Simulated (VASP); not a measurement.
AlP: single point with PBE+D3(BJ)

**Experimental background.**

A printed reference work, data compilation reports, for a bulk crystal of AlP at 4.2 K: band gap 2.505 eV (indirect).

Crystal: AlP.

```xyz
2
Lattice="0.0000 2.7255 2.7255 2.7255 0.0000 2.7255 2.7255 2.7255 0.0000" Properties=species:S:1:pos:R:3 pbc="T T T"
Al    0.0000    0.0000    0.0000
P     1.3627    1.3627    1.3627
```

| Quantity | Value |
| --- | --- |
| Program | VASP 6.6.1 |
| Task | single point |
| Functional | PBE |
| Dispersion | D3(BJ) |
| Potentials or basis | VASP PAW PBE potentials, release 64 (Al, P) |
| Cutoff | 500 eV |
| k mesh | 6 × 6 × 6 |
| Occupations | gaussian, width 0.02 eV |
| Spin | no spin polarisation |
| Dipole correction | no |
| Further INCAR settings | ALGO = Normal; EDIFF = 1e-06; NBANDS = 11 |

- Pressure: 0.0 GPa
- Band gap on the k mesh: 1.57 eV, indirect (least direct gap 3.35 eV)
- Dispersion energy per atom: -0.310 eV

Levels at points of the mesh, in eV from the valence-band top:
| k point | band 1 | band 2 | band 3 | band 4 | band 5 | band 6 | band 7 | band 8 |
| --- | --- | --- | --- | --- | --- | --- | --- | --- |
| (0.00, 0.00, 0.00) | -11.53 | 0.00 | 0.00 | 0.00 | 3.35 | 4.57 | 4.57 | 4.57 |
| (0.50, 0.00, 0.00) | -9.84 | -5.55 | -0.77 | -0.77 | 2.83 | 4.82 | 4.82 | 8.29 |
| (0.50, 0.50, 0.00) | -9.17 | -5.33 | -2.11 | -2.11 | 1.57 | 2.46 | 11.11 | 11.11 |

Run time: 4.7 s on 1 thread of Intel(R) Xeon(R) Platinum 8488C (Sapphire Rapids), on a shared host, peak memory 0.15 GiB.

Measured gap of AlP: 2.505 eV (indirect; 4.2 K; a printed reference work, data compilation). This calculation gives 1.57 eV (-0.94 eV). The value is that of PBE+D3(BJ) on a finite k mesh, which can miss the band edges, without temperature or zero-point motion. Semilocal functionals fall short of measured gaps as a rule.
